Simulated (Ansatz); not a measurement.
# TiCo2: convergence and cost

This session on TiCo2 sets out to sweep the occupation rule and width.

Program: Ansatz 0.2.0. Level of theory: DFT PBEsol, scalar-relativistic, plane waves, PAW. These are calculated values, not measurements.

2 further runs of the same task are left out: 1 that didn't finish, 1 set aside as unsound or not needed. Runs told in other sessions of the task aren't counted.

## (1) The starting structure

The structure is cubic, space group Fd-3m (No. 227). The conventional cell has a = 6.704 Å, b = 6.704 Å, c = 6.704 Å, α = 90.00°, β = 90.00°, γ = 90.00°. Ti (site symmetry -43m) is surrounded by 12 Co at 2.78 Å and 4 Ti at 2.90 Å. Co (site symmetry -3m) has 6 Co at 2.37 Å and 6 Ti at 2.78 Å in its first shell of neighbours.

Coordinates:

```cif
data_structure
_symmetry_space_group_name_H-M 'P 1'
_symmetry_Int_Tables_number 1
_cell_length_a 4.7404
_cell_length_b 4.7404
_cell_length_c 4.7404
_cell_angle_alpha 60.000
_cell_angle_beta 60.000
_cell_angle_gamma 60.000
_cell_volume 75.33
loop_
_atom_site_label
_atom_site_type_symbol
_atom_site_fract_x
_atom_site_fract_y
_atom_site_fract_z
_atom_site_occupancy
Ti1 Ti 0.50000 0.50000 0.50000 1
Ti2 Ti 0.75000 0.75000 0.75000 1
Co1 Co 0.12500 0.12500 0.12500 1
Co2 Co 0.62500 0.12500 0.12500 1
Co3 Co 0.12500 0.12500 0.62500 1
Co4 Co 0.12500 0.62500 0.12500 1
```

Source of the structure: the Crystallography Open Database. It is taken as it stands there.

## (2) The base run, which the others are set against

input.yaml

```yaml
crystal:
  lattice:
    - [0.0, 3.352, 3.352]
    - [3.352, 0.0, 3.352]
    - [3.352, 3.352, 0.0]
  atoms:
    - { symbol: Ti, position: [0.5, 0.5, 0.5], spin: -0.33 }
    - { symbol: Ti, position: [0.75, 0.75, 0.75], spin: -0.33 }
    - { symbol: Co, position: [0.125, 0.125, 0.125], spin: 0.85 }
    - { symbol: Co, position: [0.625, 0.125, 0.125], spin: 0.85 }
    - { symbol: Co, position: [0.125, 0.125, 0.625], spin: 0.85 }
    - { symbol: Co, position: [0.125, 0.625, 0.125], spin: 0.85 }
basis:
  ecutwfc: 420
kpoints:
  mp_grid: { grid: [10, 10, 10] }
hamiltonian:
  xc: pbesol
scf:
  occupations: { method: gaussian, width: 0.1 }
output:
  forces: true
  stress: true
  eigenvalues: true
  populations: true
magnetization:
  spin_polarized: true
```

Its results, from an earlier run: -4220.2761 eV/atom at zero smearing, pressure -11.67 GPa, largest force 0.000 eV/Å, no gap on the mesh, site moments Ti -0.28 (×2), Co +0.74 (×4) μB, in 13 SCF cycles and 35 s.

## (3) Occupation rule and width set to Gaussian 0.5 eV

input.yaml

```yaml
crystal:
  lattice:
    - [0.0, 3.352, 3.352]
    - [3.352, 0.0, 3.352]
    - [3.352, 3.352, 0.0]
  atoms:
    - { symbol: Ti, position: [0.5, 0.5, 0.5], spin: -0.31 }
    - { symbol: Ti, position: [0.75, 0.75, 0.75], spin: -0.31 }
    - { symbol: Co, position: [0.125, 0.125, 0.125], spin: 0.82 }
    - { symbol: Co, position: [0.625, 0.125, 0.125], spin: 0.82 }
    - { symbol: Co, position: [0.125, 0.125, 0.625], spin: 0.82 }
    - { symbol: Co, position: [0.125, 0.625, 0.125], spin: 0.82 }
basis:
  ecutwfc: 420
kpoints:
  mp_grid: { grid: [10, 10, 10] }
hamiltonian:
  xc: pbesol
scf:
  occupations: { method: gaussian, width: 0.5 }
output:
  forces: true
  stress: true
  eigenvalues: true
  populations: true
magnetization:
  spin_polarized: true
```

Command:

```
$ ansatz run input.yaml --threads 1 --pin off --max-ram 2560MiB --backend cpu --events-out ev --progress --plain --runs-dir out
```

## (4) Occupation rule and width set to Fermi–Dirac 0.02 eV

Changes to input.yaml since step 3:

```diff
@@ -19,3 +19,3 @@
 scf:
-  occupations: { method: gaussian, width: 0.5 }
+  occupations: { method: fermi_dirac, width: 0.02 }
 output:
```

## (5) Occupation rule and width: Fermi–Dirac 0.1 eV

Changes to input.yaml since step 4:

```diff
@@ -19,3 +19,3 @@
 scf:
-  occupations: { method: fermi_dirac, width: 0.02 }
+  occupations: { method: fermi_dirac, width: 0.1 }
 output:
```

## (6) Occupation rule and width set to Fermi–Dirac 0.3 eV

Changes to input.yaml since step 5:

```diff
@@ -19,3 +19,3 @@
 scf:
-  occupations: { method: fermi_dirac, width: 0.1 }
+  occupations: { method: fermi_dirac, width: 0.3 }
 output:
```

## (7) Occupation rule and width set to Methfessel–Paxton 0.1 eV

Changes to input.yaml since step 6:

```diff
@@ -19,3 +19,3 @@
 scf:
-  occupations: { method: fermi_dirac, width: 0.3 }
+  occupations: { method: methfessel_paxton, width: 0.1 }
 output:
```

## (8) Occupation rule and width set to Methfessel–Paxton 0.2 eV

Changes to input.yaml since step 7:

```diff
@@ -19,3 +19,3 @@
 scf:
-  occupations: { method: methfessel_paxton, width: 0.1 }
+  occupations: { method: methfessel_paxton, width: 0.2 }
 output:
```

## (9) Occupation rule and width set to Methfessel–Paxton 0.5 eV

Changes to input.yaml since step 8:

```diff
@@ -19,3 +19,3 @@
 scf:
-  occupations: { method: methfessel_paxton, width: 0.2 }
+  occupations: { method: methfessel_paxton, width: 0.5 }
 output:
```

## (10) Occupation rule and width: cold 0.1 eV

Changes to input.yaml since step 9:

```diff
@@ -19,3 +19,3 @@
 scf:
-  occupations: { method: methfessel_paxton, width: 0.5 }
+  occupations: { method: cold, width: 0.1 }
 output:
```

## (11) Occupation rule and width: cold 0.2 eV

Changes to input.yaml since step 10:

```diff
@@ -19,3 +19,3 @@
 scf:
-  occupations: { method: cold, width: 0.1 }
+  occupations: { method: cold, width: 0.2 }
 output:
```

## (12) Occupation rule and width set to cold 0.3 eV

Changes to input.yaml since step 11:

```diff
@@ -19,3 +19,3 @@
 scf:
-  occupations: { method: cold, width: 0.2 }
+  occupations: { method: cold, width: 0.3 }
 output:
```

## (13) Occupation rule and width: cold 0.5 eV

Changes to input.yaml since step 12:

```diff
@@ -19,3 +19,3 @@
 scf:
-  occupations: { method: cold, width: 0.3 }
+  occupations: { method: cold, width: 0.5 }
 output:
```

## (14) Occupation rule and width: tetrahedron

Changes to input.yaml since step 13:

```diff
@@ -19,3 +19,3 @@
 scf:
-  occupations: { method: cold, width: 0.5 }
+  occupations: { method: tetrahedron }
 output:
```

(Steps that only read results are left out.)

**Question.** What does this series show? Wanted: largest energy shift, occupation rule and width.

**Answer**, as computed:

| quantity | value |
| --- | --- |
| largest energy shift, occupation rule and width | 2.89 meV/atom at cold 0.5 |

**Reading.** Smearing shifts the free energy by as much as 217 meV/atom (Fermi–Dirac 0.3); extrapolating to zero width leaves 2.89 at most. For the widths that shift F most, the extrapolation takes out most of the shift. In a metal, forces and stress under tetrahedra need not match the slope of their energy. The cell's moment varies from 0.00 to 2.38 μB over the series. The listed cell is far from this method's equilibrium (-11.7 GPa, forces up to 0.00 eV/Å), so its values are not those of the relaxed crystal.
